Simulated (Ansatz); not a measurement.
MnO:

```xyz
2
Lattice="0.0000 2.2239 2.2239 2.2239 0.0000 2.2239 2.2239 2.2239 0.0000" Properties=species:S:1:pos:R:3 pbc="T T T"
Mn    0.0000    0.0000    0.0000
O     2.2239    2.2239    2.2239
```

The cell is a database's computed one.

Base run:

| Item | Value |
| --- | --- |
| Program | Ansatz 0.2.0 |
| Functional | PBEsol |
| Potentials or basis | all-electron PAW datasets made for the crystal |
| Cutoff | 360 eV |
| Density cutoff | 1440 eV |
| k mesh | 10 × 10 × 10 |
| Occupations | fermi-dirac, width 0.05 eV |
| Spin | collinear spin, ferromagnetic start |
| Starting moments | [4.0, 0.0] μB |

Its results: pressure -7.1 GPa; net moment 4.77 μB per cell; site moments Mn +4.04; O +0.23 μB.

**Question.** After a change of settings the same cell gave: pressure -6.5 GPa; net moment 4.77 μB per cell; site moments Mn +4.32; O +0.24 μB. Which change was it?
A. functional from PBEsol to LDA; potentials or basis from all-electron PAW datasets made for the crystal to all-electron LAPW, scalar-relativistic; cutoff from 360 eV to 324 eV; density cutoff from 1440 eV to 1295 eV
B. functional from PBEsol to PBE; potentials or basis from all-electron PAW datasets made for the crystal to all-electron LAPW, scalar-relativistic; cutoff from 360 eV to 324 eV; density cutoff from 1440 eV to 1297 eV
C. potentials or basis from all-electron PAW datasets made for the crystal to all-electron LAPW, scalar-relativistic; cutoff from 360 eV to 324 eV; density cutoff from 1440 eV to 1296 eV; hubbard terms from none to Mn d U = 4 eV
D. potentials or basis from all-electron PAW datasets made for the crystal to all-electron LAPW, non-relativistic; cutoff from 360 eV to 324 eV; density cutoff from 1440 eV to 1296 eV

**Answer.** D.

Caveats: a cell with one magnetic atom can't hold antiferromagnetic order, which such compounds often take.

Not every run made on this cell is shown here.
